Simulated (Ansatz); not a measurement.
# Structure types of P compared at 72 GPa

Structure types of P are relaxed in primitive cells with their symmetry kept at 72 GPa, first on PAW files, then by LAPW. The enthalpy is E + pV at zero temperature, without zero-point motion. Only the types listed were tried, and differences under about 5 meV/atom are mesh noise. The real phase may be another.

Level of theory: DFT with PBE, scalar-relativistic, in Ansatz 0.2.0; Fermi–Dirac smearing of 0.08 eV, no spin polarisation. LAPW: all electrons, basis error target 0.5 meV/atom; PAW: frozen-core files, cutoff 420 eV.

k meshes: fcc 19×19×19, bcc 20×20×20, hcp 18×18×10, sc 17×17×17, simple hexagonal 19×19×17, A7 15×15×15.

**Question.** Which type is lowest in enthalpy, and by how much?

**Answer.** sc, 207 meV/atom below simple hexagonal. The whole table:

```tsv
start type	ends as	a, b, c (Å)	V (Å³/atom)	H − H(lowest), LAPW (meV/atom)	same, PAW
fcc	fcc, Fm-3m	3.418, 3.418, 3.418	9.98	539.9	537.7
bcc	bcc, Im-3m	2.707, 2.707, 2.707	9.92	303.0	300.8
hcp	hcp, P6_3/mmc	2.403, 2.403, 3.962	9.91	463.1	460.8
sc	sc, Pm-3m	2.201, 2.201, 2.201	10.67	0.0	0.0
simple hexagonal	simple hexagonal, P6/mmm	2.317, 2.317, 2.172	10.10	206.9	205.9
A7	sc, Pm-3m	2.199, 2.199, 2.199	10.64	1.4	1.3
```

**Question.** Split the lead of sc over simple hexagonal into energy and pV.

**Answer.** For simple hexagonal less sc: ΔE = +462.1 meV/atom, and p·ΔV = 72 GPa × -0.5678 Å³ × 6.242 meV/(GPa·Å³) = -255.2 meV/atom, together 206.9 meV/atom. sc wins by its internal energy, though it is the less dense.

**Question.** Would simple hexagonal gain on sc at higher pressure?

**Answer.** Yes: dH/dp = V, and its volume is smaller by 0.57 Å³/atom. Held constant, that would close the gap after about 58 GPa more, a rough figure, since the volume difference changes with pressure.
